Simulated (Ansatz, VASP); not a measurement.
# Al2Co: VASP beside Ansatz

INCAR

```
ALGO     = Normal         # electronic algorithm
EDIFF    = 1E-6           # SCF threshold, eV
ENCUT    = 520            # plane-wave cutoff, eV
GGA      = PE             # functional
ISIF     = 2              # what is computed and relaxed
ISMEAR   = 0              # smearing method
ISPIN    = 2              # spin polarisation
LASPH    = True           # aspherical terms in the spheres
LCHARG   = False          # write CHGCAR
LMAXMIX  = 4              # l up to which the mixer works
LORBIT   = 11             # projections on sites
LREAL    = False          # projectors in reciprocal space
LWAVE    = False          # write WAVECAR
MAGMOM   = 0 0 3          # initial moments
NBANDS   = 18             # bands
NELM     = 150            # most SCF steps
PREC     = Accurate       # precision mode
SIGMA    = 0.1            # smearing width, eV
```

The input KPOINTS:

```
k-points
0
Gamma
  6 6 4
```

The input POSCAR:

```
Al2Co
1.0
    2.9992592600      0.0000000000      0.0000000000
   -1.4996296300      2.5974347200      0.0000000000
    0.0000000000      0.0000000000      6.6004056300
Al Co
2 1
Direct
    0.0000000000      0.0000000000      0.1973471600
    0.0000000000      0.0000000000      0.8026528400
    0.0000000000      0.0000000000      0.5000000000
```

Input for Ansatz:

```yaml
crystal:
  lattice:
    - [2.99925926, 0.0, 0.0]
    - [-1.49962963, 2.59743472, 0.0]
    - [0.0, 0.0, 6.60040563]
  atoms:
    - { symbol: Al, position: [0.0, 0.0, 0.19734716] }
    - { symbol: Al, position: [0.0, 0.0, 0.80265284] }
    - { symbol: Co, position: [0.0, 0.0, 0.5], spin: 3.0 }
basis:
  ecutwfc: 420
kpoints:
  mp_grid: { grid: [6, 6, 4] }
hamiltonian:
  xc: pbe
scf:
  occupations: { method: gaussian, width: 0.1 }
  lower_state_search: "off"
output:
  forces: true
  stress: true
  eigenvalues: true
  populations: true
magnetization:
  spin_polarized: true
```

Alike in both runs: task single point; functional PBE; k mesh 6 × 6 × 4; occupations gaussian, width 0.1 eV; collinear spin.

|  | VASP | Ansatz |
| --- | --- | --- |
| version | VASP 6.6.1 | Ansatz 0.2.0 |
| potentials or method | VASP PAW PBE potentials, release 64 (Al, Co) | scalar-relativistic, plane waves, PAW |
| plane-wave cutoff (eV) | 520 | 420 |
| valence electrons in the cell | 15 | 23 |

```tsv
	VASP	Ansatz	Ansatz less VASP
gap on the k mesh at the Fermi level (eV)	none	none	-
pressure (GPa)	6.8	6.9	+0.06
largest component of the traceless stress (GPa)	38.76	38.92	+0.166
rms of the force components (eV/Å)	1.659	1.666	+0.0067
net moment per atom (μB)	0.33	0.33	+0.001
size of the moment on the site where the two differ most (μB)	0.94	0.90	-0.036
```

Site moments also hang on the region over which each program counts them. Atom by atom the forces differ by 0.007 eV/Å (rms over components). A gap of «none» marks a metal or a gap that the smearing closes. With one functional, cell and mesh, what is left measures potentials, basis and numerics. The two sets of potentials don't hold the same shells in valence.

Caveats: the k mesh is coarse (spacing up to 0.40 Å⁻¹), so the values aren't converged; forces of over 1 eV/Å show positions far from the minimum, so gaps and moduli don't describe the material at rest.
